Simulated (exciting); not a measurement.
# CdTe (F-43m) in exciting: a series of runs

The runs below take CdTe through Wannier functions, TDDFT spectrum, phonons, G0W0 quasiparticle levels, with PBEsol, LDA.

Everything below comes from runs of exciting (release sodium). Logs are shortened: lines on timing, memory, paths and dates and some standing lists are left out, and cuts for length are marked.

**Measured values to compare with.**

A printed reference work, data compilation reports, for a bulk crystal of CdTe at 0 K: band gap 1.607 eV.

The runs below are set against these values where they give the same quantity.

**1. The structure**

Symmetry: F-43m, No. 216, cubic system. The conventional cell has a = 6.410 Å, b = 6.410 Å, c = 6.410 Å, α = 90.00°, β = 90.00°, γ = 90.00°. Te (site symmetry -43m) has 4 Cd at 2.78 Å as nearest neighbours. Cd (site symmetry -43m) has 4 Te at 2.78 Å as nearest neighbours.

**2. Wannier functions, PBEsol**

Contents of input.xml:

```xml
<input>
  <title>CdTe</title>
  <structure speciespath="./" tshift="false">
    <crystal scale="1">
      <basevect>0.000000000000 6.056572229426 6.056572229426</basevect>
      <basevect>6.056572229426 0.000000000000 6.056572229426</basevect>
      <basevect>6.056572229426 6.056572229426 0.000000000000</basevect>
    </crystal>
    <species speciesfile="Te.xml" rmt="2.3">
      <atom coord="0.750000000000 0.750000000000 0.750000000000"/>
    </species>
    <species speciesfile="Cd.xml" rmt="2.3">
      <atom coord="0.000000000000 0.000000000000 0.000000000000"/>
    </species>
  </structure>
  <groundstate do="fromscratch" ngridk="5 5 5" rgkmax="7.5" gmaxvr="14" lmaxapw="10" lmaxmat="10" lmaxvr="8" xctype="GGA_PBE_SOL" stype="Gaussian" swidth="0.00018375" nempty="10" ValenceRelativity="iora*" epsengy="1e-05" epspot="1e-05" maxscl="60" outputlevel="normal"/>
  <properties>
    <wannier do="fromscratch">
      <group fst="15" lst="17" method="opfmax"/>
    </wannier>
  </properties>
</input>
```

Potentials or basis: all-electron LAPW+lo, shipped species files, valence relativity iora*.

Command:

```
$ OMP_NUM_THREADS=1 exciting_smp
```

INFO.OUT:

```text
================================================================================
EXCITING SODIUM started
[... 10 lines left out ...]

 Lattice vectors (cartesian) :
      0.0000000000      6.0565722294      6.0565722294
      6.0565722294      0.0000000000      6.0565722294
      6.0565722294      6.0565722294      0.0000000000

 Reciprocal lattice vectors (cartesian) :
     -0.5187080306      0.5187080306      0.5187080306
      0.5187080306     -0.5187080306      0.5187080306
      0.5187080306      0.5187080306     -0.5187080306

 Unit cell volume                           :     444.3351786826
 Brillouin zone volume                      :       0.5582502249

 Species :    1 (Te)
     parameters loaded from                 :    Te.xml
     name                                   :    tellurium
     nuclear charge                         :     -52.00000000
     electronic charge                      :      52.00000000
     atomic mass                            :  232600.57070000
     muffin-tin radius                      :       2.30000000
     # of radial points in muffin-tin       :     400

     atomic positions (lattice) :
       1 :   0.75000000  0.75000000  0.75000000

 Species :    2 (Cd)
     parameters loaded from                 :    Cd.xml
     name                                   :    cadmium
     nuclear charge                         :     -48.00000000
     electronic charge                      :      48.00000000
     atomic mass                            :  204912.71750000
     muffin-tin radius                      :       2.30000000
     # of radial points in muffin-tin       :     400

     atomic positions (lattice) :
       1 :   0.00000000  0.00000000  0.00000000

 Total number of atoms per unit cell        :       2

 Spin treatment                             :    spin-unpolarised

 Number of Bravais lattice symmetries       :      48
 Number of crystal symmetries               :      24

 k-point grid                               :       5    5    5
 Total number of k-points                   :      14
 k-point set is reduced with crystal symmetries

 R^MT_min * |G+k|_max (rgkmax)              :       7.50000000
 Species with R^MT_min                      :       1 (Te)
 Maximum |G+k| for APW functions            :       3.26086957
 Maximum |G| for potential and density      :      14.00000000

 G-vector grid sizes                        :      40    40    40
 Total number of G-vectors                  :   20539

 Maximum angular momentum used for
     APW functions                          :      10
     computing H and O matrix elements      :      10
     potential and density                  :       8
     inner part of muffin-tin               :       2

 Total nuclear charge                       :    -100.00000000
 Total electronic charge                    :     100.00000000
 Total core charge                          :      66.00000000
 Total valence charge                       :      34.00000000

 Number of empty states                     :      10
 Total number of valence states             :      28

 Maximum Hamiltonian size                   :     300
 Maximum number of plane-waves              :     274
 Total number of local-orbitals             :      26

 Exchange-correlation type                  :      22
     PBEsol, Phys. Rev. Lett. 100, 136406 (2008)
     Generalised gradient approximation (GGA)

 Smearing scheme                            :    Gaussian
 Smearing width                             :       0.00018375

 Using multisecant Broyden potential mixing
[... 16 lines left out ...]
+ SCF iteration number :    1                                                  +
++++++++++++++++++++++++++++++++++++++++++++++++++++++++++++++++++++++++++++++++
 Total energy                               :    -12382.67912133
 _______________________________________________________________
 Fermi energy                               :         0.15421244
 Kinetic energy                             :     13051.59457784
 Coulomb energy                             :    -25108.97021050
 Exchange energy                            :      -319.21861154
 Correlation energy                         :        -6.08487712

 DOS at Fermi energy (states/Ha/cell)       :         0.00000000

 Electron charges :
     core                                   :        66.00000000
     core leakage                           :         0.00338880
     valence                                :        34.00000000
     interstitial                           :         4.94227019
     charge in muffin-tin spheres :
                  atom     1    Te          :        49.18697017
                  atom     2    Cd          :        45.87075963
     total charge in muffin-tins            :        95.05772981
     total charge                           :       100.00000000

 Estimated fundamental gap                  :         0.03677547
        valence-band maximum at    1      0.0000  0.0000  0.0000
     conduction-band minimum at    1      0.0000  0.0000  0.0000

++++++++++++++++++++++++++++++++++++++++++++++++++++++++++++++++++++++++++++++++
+ SCF iteration number :    2                                                  +
++++++++++++++++++++++++++++++++++++++++++++++++++++++++++++++++++++++++++++++++
 Total energy                               :    -12385.55933520
 _______________________________________________________________
 Fermi energy                               :         0.15220870
 Kinetic energy                             :     13049.89858811
 Coulomb energy                             :    -25110.08393200
 Exchange energy                            :      -319.28785567
 Correlation energy                         :        -6.08613564

 DOS at Fermi energy (states/Ha/cell)       :         0.00000000

 Electron charges :
     core                                   :        66.00000000
     core leakage                           :         0.00337025
     valence                                :        34.00000000
     interstitial                           :         4.93423311
     charge in muffin-tin spheres :
                  atom     1    Te          :        49.12174084
                  atom     2    Cd          :        45.94402606
     total charge in muffin-tins            :        95.06576689
     total charge                           :       100.00000000

 Estimated fundamental gap                  :         0.03199193
        valence-band maximum at    1      0.0000  0.0000  0.0000
     conduction-band minimum at    1      0.0000  0.0000  0.0000

 RMS change in effective potential (target) :  0.547436E-01  ( 0.100000E-04)
 Absolute change in total energy   (target) :   2.88021      ( 0.100000E-04)
 Charge distance                   (target) :  0.176593E-02  ( 0.100000E-04)

++++++++++++++++++++++++++++++++++++++++++++++++++++++++++++++++++++++++++++++++
+ SCF iteration number :    3                                                  +
++++++++++++++++++++++++++++++++++++++++++++++++++++++++++++++++++++++++++++++++
 Total energy                               :    -12386.53363475
 _______________________________________________________________
 Fermi energy                               :         0.15037971
 Kinetic energy                             :     13049.20445166
 Coulomb energy                             :    -25110.34469734
 Exchange energy                            :      -319.30684213
 Correlation energy                         :        -6.08654694
[... 355 lines left out ...]
 Electron charges :
     core                                   :        66.00000000
     core leakage                           :         0.00334506
     valence                                :        34.00000000
     interstitial                           :         4.93876199
     charge in muffin-tin spheres :
                  atom     1    Te          :        49.07166670
                  atom     2    Cd          :        45.98957131
     total charge in muffin-tins            :        95.06123801
     total charge                           :       100.00000000

 Estimated fundamental gap                  :         0.02691197
        valence-band maximum at    1      0.0000  0.0000  0.0000
     conduction-band minimum at    1      0.0000  0.0000  0.0000

 RMS change in effective potential (target) :  0.852669E-09  ( 0.100000E-04)
 Absolute change in total energy   (target) :  0.183140E-05  ( 0.100000E-04)
 Charge distance                   (target) :  0.752319E-09  ( 0.100000E-04)

++++++++++++++++++++++++++++++++++++++++++++++++++++++++++++++++++++++++++++++++
+ SCF iteration number :   15                                                  +
++++++++++++++++++++++++++++++++++++++++++++++++++++++++++++++++++++++++++++++++
 Total energy                               :    -12387.46779683
 _______________________________________________________________
 Fermi energy                               :         0.14378800
 Kinetic energy                             :     13048.21828868
 Coulomb energy                             :    -25110.28818598
 Exchange energy                            :      -319.31119590
 Correlation energy                         :        -6.08670363

 DOS at Fermi energy (states/Ha/cell)       :         0.00000000

 Electron charges :
     core                                   :        66.00000000
     core leakage                           :         0.00334506
     valence                                :        34.00000000
     interstitial                           :         4.93876199
     charge in muffin-tin spheres :
                  atom     1    Te          :        49.07166670
                  atom     2    Cd          :        45.98957131
     total charge in muffin-tins            :        95.06123801
     total charge                           :       100.00000000

 Estimated fundamental gap                  :         0.02691197
        valence-band maximum at    1      0.0000  0.0000  0.0000
     conduction-band minimum at    1      0.0000  0.0000  0.0000

 RMS change in effective potential (target) :  0.433433E-10  ( 0.100000E-04)
 Absolute change in total energy   (target) :  0.219739E-06  ( 0.100000E-04)
 Charge distance                   (target) :  0.709028E-10  ( 0.100000E-04)

++++++++++++++++++++++++++++++++++++++++++++++++++++++++++++++++++++++++++++++++
| Convergency criteria checked for the last 2 iterations                       +
| Convergence targets achieved. Performing final SCF iteration                 +
++++++++++++++++++++++++++++++++++++++++++++++++++++++++++++++++++++++++++++++++
 Total energy                               :    -12387.46779683
 _______________________________________________________________
 Fermi energy                               :         0.14378800
 Kinetic energy                             :     13048.21828868
 Coulomb energy                             :    -25110.28818598
 Exchange energy                            :      -319.31119590
 Correlation energy                         :        -6.08670363

 DOS at Fermi energy (states/Ha/cell)       :         0.00000000

 Electron charges :
     core                                   :        66.00000000
     core leakage                           :         0.00334506
     valence                                :        34.00000000
     interstitial                           :         4.93876199
     charge in muffin-tin spheres :
                  atom     1    Te          :        49.07166670
                  atom     2    Cd          :        45.98957131
     total charge in muffin-tins            :        95.06123801
     total charge                           :       100.00000000

 Estimated fundamental gap                  :         0.02691197
        valence-band maximum at    1      0.0000  0.0000  0.0000
     conduction-band minimum at    1      0.0000  0.0000  0.0000

++++++++++++++++++++++++++++++++++++++++++++++++++++++++++++++++++++++++++++++++
[... 9 lines left out ...]
| EXCITING SODIUM stopped                                                      =
================================================================================
```

Wall time 39 s (1 thread of AMD EPYC 7R13 (Zen 3), shared host); peak memory 0.19 GiB.

What came out:

- Band gap on the k mesh: 0.73 eV, direct
- All electrons inside the program's atomic spheres: Te 49.07; Cd 45.99 (radii Te 2.3, Cd 2.3 bohr)
- Total Wannier spread: 10.49 Å² over 3 functions

Wannier centres (Å) and spreads (Å²):
```
function      x      y      z  spread
       1  4.948  5.076  4.948   3.496
       2  4.948  4.667  4.539   3.496
       3  4.539  4.667  4.948   3.496
```

Caveat: spin-orbit coupling is left out, which moves the levels of the heavy elements.

**3. TDDFT spectrum, LDA**

Contents of run_exciting.py:

```python
import subprocess
import xml.etree.ElementTree as ET
from ase.io import read
from ase.units import Bohr

atoms = read("CdTe.xyz")
rmt = {'Te': 2.3, 'Cd': 2.3}  # bohr
tasks = """
<groundstate do="fromscratch" ngridk="5 5 5" rgkmax="7.5" gmaxvr="14" lmaxapw="10" lmaxmat="10" lmaxvr="8" xctype="LDA_PW" stype="Gaussian" swidth="0.00018375" nempty="10" ValenceRelativity="iora*" epsengy="1e-05" epspot="1e-05" maxscl="60" outputlevel="normal"/>
<xs xstype="TDDFT" ngridk="6 6 6" vkloff="0.097 0.273 0.493" nempty="30" gqmax="2" broad="0.007" scissor="0.018375" tevout="true">
  <energywindow intv="0 0.7" points="250"/>
  <tddft fxctype="RBO"/>
  <qpointset>
    <qpoint>0 0 0</qpoint>
  </qpointset>
</xs>
"""

root = ET.Element("input")
ET.SubElement(root, "title").text = "CdTe"
structure = ET.SubElement(root, "structure", speciespath="./", tshift="false")
crystal = ET.SubElement(structure, "crystal", scale="1.0")
for vector in atoms.cell / Bohr:
    ET.SubElement(crystal, "basevect").text = " ".join(f"{x:.12f}" for x in vector)
symbols = atoms.get_chemical_symbols()
for element in dict.fromkeys(symbols):
    species = ET.SubElement(structure, "species", speciesfile=element + ".xml", rmt=str(rmt[element]))
    for symbol, position in zip(symbols, atoms.get_scaled_positions(wrap=False)):
        if symbol == element:
            ET.SubElement(species, "atom", coord=" ".join(f"{x:.12f}" for x in position))
root.extend(ET.fromstring("<tasks>" + tasks + "</tasks>"))
ET.indent(root)
ET.ElementTree(root).write("input.xml")
subprocess.run(["exciting_smp"], check=True)
```

Contents of CdTe.xyz:

```xyz
2
Lattice="0.0000000000 3.2050000000 3.2050000000 3.2050000000 0.0000000000 3.2050000000 3.2050000000 3.2050000000 0.0000000000" Properties=species:S:1:pos:R:3 pbc="T T T"
Te     4.8075000000      4.8075000000      4.8075000000
Cd     0.0000000000      0.0000000000      0.0000000000
```

Potentials or basis: all-electron LAPW+lo, shipped species files, valence relativity iora*.

Command:

```
$ OMP_NUM_THREADS=1 python run_exciting.py
```

The log of the run:

```text
================================================================================
EXCITING SODIUM started
[... 10 lines left out ...]

 Lattice vectors (cartesian) :
      0.0000000000      6.0565722333      6.0565722333
      6.0565722333      0.0000000000      6.0565722333
      6.0565722333      6.0565722333      0.0000000000

 Reciprocal lattice vectors (cartesian) :
     -0.5187080303      0.5187080303      0.5187080303
      0.5187080303     -0.5187080303      0.5187080303
      0.5187080303      0.5187080303     -0.5187080303

 Unit cell volume                           :     444.3351795368
 Brillouin zone volume                      :       0.5582502239

 Species :    1 (Te)
[... 88 lines left out ...]
 Kinetic energy                             :     13043.65884229
 Coulomb energy                             :    -25100.50718598
 Exchange energy                            :      -310.48720958
 Correlation energy                         :        -9.57447928
[... 430 lines left out ...]
 RMS change in effective potential (target) :  0.954650E-10  ( 0.100000E-04)
 Absolute change in total energy   (target) :  0.565560E-07  ( 0.100000E-04)
 Charge distance                   (target) :  0.174263E-09  ( 0.100000E-04)

++++++++++++++++++++++++++++++++++++++++++++++++++++++++++++++++++++++++++++++++
| Convergency criteria checked for the last 2 iterations                       +
| Convergence targets achieved. Performing final SCF iteration                 +
++++++++++++++++++++++++++++++++++++++++++++++++++++++++++++++++++++++++++++++++
 Total energy                               :    -12382.30925879
 _______________________________________________________________
 Fermi energy                               :         0.13557062
 Kinetic energy                             :     13040.25167953
 Coulomb energy                             :    -25102.39030304
 Exchange energy                            :      -310.59380150
 Correlation energy                         :        -9.57683378
[... 14 lines left out ...]
 Estimated fundamental gap                  :         0.02186166
        valence-band maximum at    1      0.0000  0.0000  0.0000
     conduction-band minimum at    1      0.0000  0.0000  0.0000

++++++++++++++++++++++++++++++++++++++++++++++++++++++++++++++++++++++++++++++++
[... 9 lines left out ...]
| EXCITING SODIUM stopped                                                      =
================================================================================
```

INFOXS.OUT:

```text
================================================================================
| EXCITING SODIUM started for task xsgeneigvec ( 301)                          =
[... 59 lines left out ...]
Info(idf): TDDFT linear optics finished for q - point:       1
Info(idf): TDDFT linear optics finished
Info(xsfinit): task Nr.     350 stopped gracefully

================================================================================
= EXCITING SODIUM stopped for task    350                                      =
================================================================================
```

It took 3.9 min on 1 thread of AMD EPYC 7R13 (Zen 3), shared host; peak memory 0.39 GiB.

Results:

| Quantity | Value |
| --- | --- |
| Band gap on the k mesh | 0.59 eV, direct |
| All electrons inside the program's atomic spheres | Te 49.08; Cd 46.00 (radii Te 2.3, Cd 2.3 bohr) |

Dielectric function (mean over the directions given):
| energy (eV) | real part | imaginary part |
| --- | --- | --- |
| 0.30 | 8.60 | 0.08 |
| 1.22 | 9.80 | 0.61 |
| 2.21 | 10.30 | 3.51 |
| 3.20 | 7.29 | 10.09 |
| 4.19 | 5.26 | 7.22 |
| 5.18 | -1.86 | 10.06 |
| 6.17 | -0.93 | 5.98 |
| 7.16 | -2.27 | 3.85 |
| 8.15 | -1.77 | 2.42 |
| 9.14 | -1.12 | 1.52 |
| 10.06 | -0.65 | 1.16 |
| 11.05 | -0.30 | 0.90 |
| 12.04 | -0.13 | 0.88 |
| 13.03 | 0.11 | 0.66 |
| 14.02 | 0.18 | 0.67 |
| 15.01 | 0.22 | 0.54 |
| 16.00 | 0.36 | 0.42 |
| 16.99 | 0.42 | 0.45 |
| 17.98 | 0.52 | 0.33 |
| 18.97 | 0.60 | 0.38 |

Caveat: the scissor shift is a trial value, not fitted to this crystal; spectra need much finer meshes, so this one isn't converged; spin-orbit coupling is left out, which moves the levels of the heavy elements.

(Part 1 of 2 ends here.)
